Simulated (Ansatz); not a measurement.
# BeS (honeycomb bilayer): converging the G0W0 gap

Aim: see how the G0W0 gap of BeS (honeycomb bilayer) on PBEsol moves with empty bands and screening cutoff, and what each rung costs.

Method: G0W0 on PBEsol, plane waves, PAW, in Ansatz 0.2.0.

## 1. Set-up

The cell holds 4 atoms: 2 Be and 2 S. Its edges and angles: a = 3.428 Å, b = 3.428 Å, c = 29.600 Å, α = 90.0°, β = 90.0°, γ = 120.0°. Regions: layer 1 (BeS-hc), 2 atoms (1 Be and 1 S); layer 2 (BeS-hc), 2 atoms (1 Be and 1 S). Vacuum lies along c.

The structure was relaxed with PBEsol-D3(BJ). The runs that relaxed it are not among those shown. The default PAW set here is soft_2. Its files were made with PBE. The Coulomb interaction is cut off across the vacuum.

## 2. 179 empty bands, screening to 41 eV

G0W0 replaces the xc potential by the self-energy, built once from these orbitals. Only a window of levels is corrected, while the sums run over the empty bands that the input names.

File input.yaml:

```yaml
crystal:
  lattice:
    - [3.4279533215, 0.0, 0.0]
    - [-1.7139766608, 2.9686946594, 0.0]
    - [0.0, 0.0, 29.6]
  atoms:
    - { symbol: Be, position: [0.3333333333, 0.6666666667, 0.4498590518] }
    - { symbol: S, position: [0.6666666667, 0.3333333333, 0.4460647777] }
    - { symbol: Be, position: [0.6666666667, 0.3333333333, 0.5462707596] }
    - { symbol: S, position: [0.0, 0.0, 0.5539352223] }
  periodic: [true, true, false]
kpoints:
  mp_grid: { grid: [6, 6, 1] }
hamiltonian:
  xc: pbesol
scf:
  occupations: { method: fixed }
gw:
  n_empty_bands: 179
  ecut_chi: 41
  qp_bands: [v2, c2]
  qp_kpoints: band_edges
  screening: { model: contour_deformation }
```

The run is started by

```sh
> ansatz run input.yaml --threads 4 --pin off --max-ram 17510MiB --backend cpu --events-out ev --progress --plain --runs-dir out
```

Numbers of over 12 decimals in the logs are rounded to 6 here.

What it wrote:

```text
Engine: ansatz 0.2.0, aarch64-unknown-linux-gnu
Pseudopotentials: kind: paw
Pseudopotential: Be, paw, valence charge 2, recommended cutoff 420 eV (normal), Be.paw.azcp
Pseudopotential: S, paw, valence charge 6, recommended cutoff 420 eV (normal), S.paw.azcp
Functional definition: PBEsol
  exchange = pbesol_x
  correlation = pbesol_c
Crystal: 4 atoms, lattice volume = 301.226 Å³
Basis set: ecut = 420 eV, 5847 PW (Γ)
Bands: 12, of which v1, the nominal top of the filled ones, is band 8 counted from 1 (7 counted from 0)
Symmetry: 6 space group operations
Space group: P3m1 (ITA 156), of the structure as read, at distance tolerance 6.7e-5 Å
k-points: 7 of 36 (time reversal used)
Non-local potential: Be, projectors of the file, l = 0: 2, l = 1: 2, l = 2: 1
Non-local potential: S, projectors of the file, l = 0: 2, l = 1: 2, l = 2: 2
PAW form: soft (Blöchl's): semilocal exchange-correlation on the pseudo side does not see the compensation charge
PAW frozen core: Be, regenerated for the run's functional, and the local potential with it (the file was generated under x = pbe(κ = 0.804, μ = 0.219515), c = pbe(β = 0.066725))
PAW frozen core: S, regenerated for the run's functional, and the local potential with it (the file was generated under x = pbe(κ = 0.804, μ = 0.219515), c = pbe(β = 0.066725))
PAW one-centre angular grid: Be, 110 points (default); XC on 64 Gauss nodes
PAW one-centre angular grid: S, 110 points (default); XC on 64 Gauss nodes
Initial density: superposition of atomic densities (neutral atoms: chi_scale 0, normalization atom), corrected by the library's trained network
Initial wavefunctions: pseudopotential atomic-orbital guess
Functional: x = pbesol(κ = 0.804, μ = 0.123457), c = pbesol(β = 0.046)
SCF iter   1: F=—  HF=-1953.787993 eV  |F-HF|=—  |Δ(HF+E_count)|=         —  Δρ=1.96e-3  dr2=2.53e-2  ethr=1.77e-3  ⟨swp⟩=7.6  Hψ=632  notcnv=0  defer=14
preconditioner: auto → none  [insulator: Δε(μ)=3.399 eV  Ē_g=10.302 eV  n_scr=14 (ndim 8)  ℏωp=8.6 eV  f_vac=0.745  ε∞_Penn≈1.7]
SCF iter   2: F=—  HF=-1953.782663 eV  |F-HF|=—  |Δ(HF+E_count)|=   5.33e-3  Δρ=7.12e-4  dr2=6.38e-3  ethr=1.58e-4  ⟨swp⟩=4.4  Hψ=266  notcnv=0  defer=14
SCF iter   3: F=—  HF=-1953.782986 eV  |F-HF|=—  |Δ(HF+E_count)|=   3.23e-4  Δρ=5.03e-4  dr2=5.90e-3  ethr=3.99e-5  ⟨swp⟩=4.9  Hψ=174  notcnv=0  defer=14
SCF iter   4: F=—  HF=-1953.782082 eV  |F-HF|=—  |Δ(HF+E_count)|=   9.04e-4  Δρ=2.18e-4  dr2=1.75e-4  ethr=3.69e-5  ⟨swp⟩=4.0  Hψ=192  notcnv=0  defer=14
SCF iter   5: F=—  HF=-1953.782301 eV  |F-HF|=—  |Δ(HF+E_count)|=   2.18e-4  Δρ=4.75e-5  dr2=1.48e-5  ethr=1.09e-6  ⟨swp⟩=3.4  Hψ=199  notcnv=0  defer=14
SCF iter   6: F=—  HF=-1953.782315 eV  |F-HF|=—  |Δ(HF+E_count)|=   1.49e-5  Δρ=2.24e-5  dr2=3.09e-6  ethr=9.24e-8  ⟨swp⟩=3.1  Hψ=158  notcnv=0  defer=14
SCF iter   7: F=—  HF=-1953.782316 eV  |F-HF|=—  |Δ(HF+E_count)|=   8.32e-7  Δρ=5.57e-6  dr2=1.68e-7  ethr=1.93e-8  ⟨swp⟩=2.7  Hψ=147  notcnv=0  defer=14
SCF iter   8: F=-1953.782316 eV  HF=-1953.782316 eV  |F-HF|=3.01e-9  |Δ(HF+E_count)|=   1.99e-8  Δρ=1.81e-6  dr2=6.78e-9  ethr=6.25e-10  ⟨swp⟩=15.6  Hψ=818  notcnv=0
SCF 1 converged in 8 iterations: F = -1953.782316 eV  dr2 = 6.78e-9
  greatest PAW one-centre occupation: 0.847 electrons in one spin orbital (limit 2), on the S atom at site 1 (counted from 0), in its partial waves of l = 0
NSCF: frozen V_eff on 7 k-points
G₀W₀ screening: q 1/7
[... further progress lines ...]
SCF converged after 8 iterations
Free energy (F): -1953.782316 eV
Harris-Foulkes:  -1953.782316 eV  (|F-HF|=3.01e-9)
Internal energy: -1953.782316 eV  (E = F + TS)
E sigma→0 (E₀):  -1953.782316 eV
Fermi energy:    -6.460177 eV
--- Per-component energies (eV) ---
  E_band       = -179.240313
  E_kinetic    = 254.643110
  E_local      = -12821.646723  (includes V_loc(G=0)·N_el)
  E_nonlocal   = 66.499197
  E_hartree    = 6274.843245
  E_xc         = -230.866971
  E_vxc        = -215.501874  (∫ρ·V_xc dr)
  E_paw        = -1283.132968  (= ΣΔE_a)
  E_vpaw       = -12.921669  (= ΣTr[D̂ρ^β])
  E_aug_tail   = 0.000002  (compensation charges beyond the density's cutoff)
  E_ewald      = 5785.735830
  E_core_change = 0.142961  (= ΣΔE_core)
  E_smearing   = -0.000000  (= −TS)
  E_closure    = -0.000000  (closes the sum)
  Σ components = -1953.782316   (vs F -1953.782316, Δ=0.00e0)
--- Band table (eV; the first three rows and the last of 7) ---
  k-point 0: bands = [... 4 lower, -7.6747, -7.6506, -6.7651, -6.7651, -1.6432 (-1.6433°), -0.6156, -0.6156, -0.5171]
  k-point 1: bands = [... 4 lower, -8.1444, -8.0419, -7.3151, -7.2180, -1.3153 (-1.3153°), -0.8715 (-0.8718°), -0.4587, 0.2087]
  k-point 2: bands = [... 4 lower, -8.8582, -8.6265, -7.9167, -6.7781, -2.0342, -1.6254, -0.6660, -0.3811]
  k-point 6: bands = [... 4 lower, -10.1614, -10.1348, -7.3659, -6.4602, -2.8349, -1.5481, 1.0447, 1.6952]
  ° read free of the cell's end (the report's vacuum.weakly_bound_levels)
--- G₀W₀: contour deformation, 5 samples at zero and on the imaginary axis and 2 off it, 36 q-points, 179 empty bands' worth ---
  eigenvalues of the whole cell's RPA ε∞ on this k-mesh (on a slab, of 1 + 4πα/V) = 1.1609, 1.8748, 1.8748; static W/v taken at q = 0 is 0.675794
  bands read: the sum over 187 bands ends inside a degenerate multiplet in 1 slot, whose members it reads at an even weight; the widest, k=0: bands 187 to 188 (counted from 1) at 1/2 each
  gw.qp_kpoints: band_edges: 7 of 7 stored k-points solved, in 1 pass; an edge of the gap read off the rows below is read off those points alone
    ik  band        ε_KS         Σx   Σc(E_QP)       V_xc       Z   E_QP_lin       E_QP  E_QP is
     0     7     -6.7651   -18.6292     2.3097   -15.5147  0.7889    -7.5786    -7.5699  root
     0     8     -6.7651   -18.6292     2.3097   -15.5147  0.7889    -7.5786    -7.5699  root
     0     9     -1.6432    -3.8213    -2.5822    -7.0967  0.8487    -0.9442    -0.9500  root
     0    10     -0.6156    -6.1829    -3.7454   -11.6041  0.8011     1.1076     1.0602  root
     1     7     -7.3151   -16.7962     2.3831   -13.4049  0.7729    -8.3421    -8.3233  root
     1     8     -7.2180   -18.4126     2.4016   -15.1667  0.7847    -8.0726    -8.0622  root
     1     9     -1.3153    -5.2327    -3.2177    -9.6449  0.8213    -0.1007    -0.1208  root
     1    10     -0.8715    -4.2128    -2.8256    -8.0810  0.8356     0.1855     0.1710  root
     2     7     -7.9167   -18.2930     2.6073   -14.7750  0.7773    -8.8409    -8.8274  root
     2     8     -6.7781   -17.1243     2.2609   -13.9157  0.7773    -7.7408    -7.7258  root
     2     9     -2.0342    -5.2501    -3.4375    -9.8670  0.8062    -0.8340    -0.8548  root
     2    10     -1.6254    -5.7992    -3.5490   -10.6911  0.8072    -0.2559    -0.2826  root
     3     7     -7.8040   -16.8052     2.3264   -13.5101  0.7709    -8.7901    -8.7726  root
     3     8     -6.6538   -16.9889     2.2095   -13.8412  0.7774    -7.6064    -7.5919  root
     3     9     -2.9640    -5.1023    -3.2222    -9.4109  0.8109    -1.8623    -1.8777  root
     3    10     -1.8484    -6.0184    -3.4723   -10.8220  0.8088    -0.4920    -0.5173  root
     4     7     -8.1427   -17.9824     2.6118   -14.4363  0.7746    -9.0920    -9.0770  root
     4     8     -6.8956   -17.0244     2.2796   -13.7825  0.7766    -7.8735    -7.8578  root
     4     9     -1.1022    -5.1089    -3.6396    -9.9421  0.7951     0.1200     0.0915  root
     4    10     -0.6480    -5.2883    -3.3630    -9.8501  0.8072     0.5749     0.5507  root
     5     7     -7.8758   -16.6220     2.3307   -13.3118  0.7700    -8.8736    -8.8552  root
     5     8     -6.5390   -17.3541     2.2356   -14.1961  0.7784    -7.4751    -7.4614  root
     5     9     -2.5569    -4.8735    -3.4014    -9.3944  0.8057    -1.4192    -1.4374  root
     5    10     -1.3410    -5.0555    -3.5245    -9.7700  0.8022    -0.1289    -0.1511  root
     6     7     -7.3659   -17.1762     2.1871   -14.0852  0.7776    -8.2830    -8.2697  root
     6     8     -6.4602   -17.3993     2.2769   -14.1850  0.7773    -7.4119    -7.3974  root
     6     9     -2.8349    -4.3364    -3.4907    -8.9255  0.8058    -1.7192    -1.7365  root
     6    10     -1.5481    -4.9988    -3.5557    -9.7491  0.8020    -0.3321    -0.3536  root
```

The job ended after 31 s (4 threads of Arm Neoverse V1, shared host; peak memory 1.4 GiB; 2 min of CPU time).

This step gave:

* bands summed: 187
* plane waves in the screening matrix: 169
* q-points in the mesh: 36
* G0W0 gap on the mesh: 5.520 eV
* k of the valence top: 0.3333, 0.3333, 0
* k of the conduction bottom: 0, -0.5, 0
* starting gap on the mesh: 3.496 eV
* Z at the valence top: 0.7773
* Z at the conduction bottom: 0.8109
* least direct G0W0 gap on the computed points: 5.661 eV

The gap on the mesh goes from 3.50 eV to 5.52 eV, a correction of +2.02 eV. Between the two edge states, bare exchange in place of the xc potential would open the gap by 7.52 eV, and correlation takes back 5.50 eV.

## 3. 444 empty bands, screening to 75 eV

Another rung: the empty bands reach about as high as the screening cutoff, so the two stay in balance.

input.yaml, as its differences from that of step 2:

```diff
@@ -17,5 +17,6 @@
   occupations: { method: fixed }
+  convergence: { dr2_threshold: 1.0e-10 }
 gw:
-  n_empty_bands: 179
-  ecut_chi: 41
+  n_empty_bands: 444
+  ecut_chi: 75.0
   qp_bands: [v2, c2]
```

What it wrote:

```text
[...]
Crystal: 4 atoms, lattice volume = 301.226 Å³
Basis set: ecut = 420 eV, 5847 PW (Γ)
Bands: 12, of which v1, the nominal top of the filled ones, is band 8 counted from 1 (7 counted from 0)
[... 1 set-up line as in the run before ...]
[...]
k-points: 7 of 36 (time reversal used)
[...]
SCF iter   1: F=—  HF=-1953.787993 eV  |F-HF|=—  |Δ(HF+E_count)|=         —  Δρ=1.96e-3  dr2=2.53e-2  ethr=1.77e-3  ⟨swp⟩=7.6  Hψ=632  notcnv=0  defer=14
[...]
SCF iter  10: F=-1953.782316 eV  HF=-1953.782316 eV  |F-HF|=3.32e-11  |Δ(HF+E_count)|=  2.23e-10  Δρ=9.87e-8  dr2=6.00e-11  ethr=1.00e-12  ⟨swp⟩=14.0  Hψ=902  notcnv=0
SCF 1 converged in 10 iterations: F = -1953.782316 eV  dr2 = 6.00e-11
[...]
NSCF: frozen V_eff on 7 k-points
G₀W₀ screening: q 1/7
[... further progress lines ...]
SCF converged after 10 iterations
Free energy (F): -1953.782316 eV
[...]
Internal energy: -1953.782316 eV  (E = F + TS)
E sigma→0 (E₀):  -1953.782316 eV
Fermi energy:    -6.460177 eV
[...]
--- Band table (eV; the first three rows and the last of 7) ---
  k-point 0: bands = [... 4 lower, -7.6748, -7.6506, -6.7651, -6.7651, -1.6433 (-1.6435°), -0.6157, -0.6157, -0.5176]
  k-point 1: bands = [... 4 lower, -8.1445, -8.0419, -7.3152, -7.2181, -1.3154 (-1.3154°), -0.8717 (-0.8720°), -0.4589, 0.2083]
  k-point 2: bands = [... 4 lower, -8.8583, -8.6265, -7.9167, -6.7781, -2.0343, -1.6255, -0.6661, -0.3811]
  k-point 6: bands = [... 4 lower, -10.1614, -10.1348, -7.3660, -6.4602, -2.8350, -1.5482, 1.0446, 1.6951]
  ° read free of the cell's end (the report's vacuum.weakly_bound_levels)
[...]
0     7     -6.7651   -18.6291     1.9866   -15.5147  0.7824    -7.9107    -7.8930  root
     0     8     -6.7651   -18.6291     1.9866   -15.5147  0.7824    -7.9107    -7.8930  root
     0     9     -1.6433    -3.8205    -2.6398    -7.0955  0.8469    -1.0034    -1.0081  root
     0    10     -0.6157    -6.1829    -4.0072   -11.6041  0.7966     0.8303     0.7984  root
     1     7     -7.3152   -16.7962     2.1595   -13.4049  0.7653    -8.5765    -8.5469  root
     1     8     -7.2181   -18.4125     2.0922   -15.1667  0.7786    -8.3914    -8.3716  root
     1     9     -1.3154    -5.2321    -3.3764    -9.6439  0.8179    -0.2653    -0.2799  root
     1    10     -0.8717    -4.2122    -2.9703    -8.0800  0.8329     0.0363     0.0258  root
[...]
6     7     -7.3660   -17.1762     1.9458   -14.0852  0.7696    -8.5334    -8.5111  root
     6     8     -6.4602   -17.3992     2.0345   -14.1851  0.7689    -7.6638    -7.6398  root
     6     9     -2.8350    -4.3364    -3.6387    -8.9255  0.8037    -1.8718    -1.8845  root
     6    10     -1.5482    -4.9988    -3.7409    -9.7491  0.7988    -0.5238    -0.5388  root
```

Elapsed: 2.8 min, on 4 threads; peak memory 4 GiB; 11 min of CPU time.

This step gave:

```yaml
bands_summed: 452
plane_waves_in_the_screening_matrix: 479
q_points_in_the_mesh: 36
g0w0_gap_on_the_mesh: 5.607 eV
k_of_the_valence_top: 0.3333, 0.3333, 0
k_of_the_conduction_bottom: 0, -0.5, 0
starting_gap_on_the_mesh: 3.496 eV
z_at_the_valence_top: 0.7689
z_at_the_conduction_bottom: 0.8083
least_direct_g0w0_gap_on_the_computed_points: 5.755 eV
```

Against the run with 6×6×1 mesh, 179 empty bands, screening to 41 eV, the gap moves by +0.09 eV.

## 4. Side by side

Times are wall times on 4 threads of Arm Neoverse V1, shared host, good to a factor of about two.

```csv
mesh,files,frequency,bands summed,cutoff (eV),start (eV),G0W0 (eV),time,host memory (GiB)
6×6×1,default PAW,contour deformation,187,41,3.496,5.520,31 s,1.4
6×6×1,default PAW,contour deformation,452,75,3.496,5.607,2.8 min,4.0
```

How the two edges are built up, in eV (the quasiparticle level is the starting level plus Σx plus Σc less Vxc):

| run | edge | start | Σx | Σc | Vxc | Z | QP |
| --- | --- | --- | --- | --- | --- | --- | --- |
| 187 bands | valence top | -6.46 | -17.40 | 2.28 | -14.19 | 0.78 | -7.40 |
| 187 bands | conduction bottom | -2.96 | -5.10 | -3.22 | -9.41 | 0.81 | -1.88 |
| 452 bands | valence top | -6.46 | -17.40 | 2.03 | -14.19 | 0.77 | -7.64 |
| 452 bands | conduction bottom | -2.96 | -5.10 | -3.38 | -9.41 | 0.81 | -2.03 |

## 5. Summary of results

* 187 bands, 41 eV: 5.520 eV
* 452 bands, 75 eV: 5.607 eV
* estimated limit in bands and cutoff: 5.67 eV
* mesh and start: 6×6×1, PBEsol

A line in one over the bands through the two rungs gives 5.67 eV, +0.06 eV from the top rung; with two points alone it is an unchecked estimate. The rungs stand 0.15 eV (187 bands) and 0.06 eV (452 bands) from it. From 187 to 452 bands the gap moves by +0.09 eV while the time grows 5.3-fold. Σc changes by −0.24 eV at the valence top and −0.16 eV at the conduction bottom, so the levels themselves move more than the gap between them. The mesh in the plane is coarse for a sheet; gap and any exciton binding can still move on denser ones.

[Paths, hosts, dates, memory and timing lines, banners, echoed tables and standing remarks are left out of the program output.]

[Logs are printed without paths, hosts, clocks, repeated set-up lines and the standing remarks that a program may print on its own settings, such as how far it seeks lower states.]

[Runs of the session that timed out or met a known fault of the program may be left out.]

[Cells called generated may have been cut or substituted from an entry of the Crystallography Open Database or the Materials Project.]

[Hosts, paths, dates, database ids (printed as entryN), source tags and the programs' standing remarks are cut or masked in the printed files.]
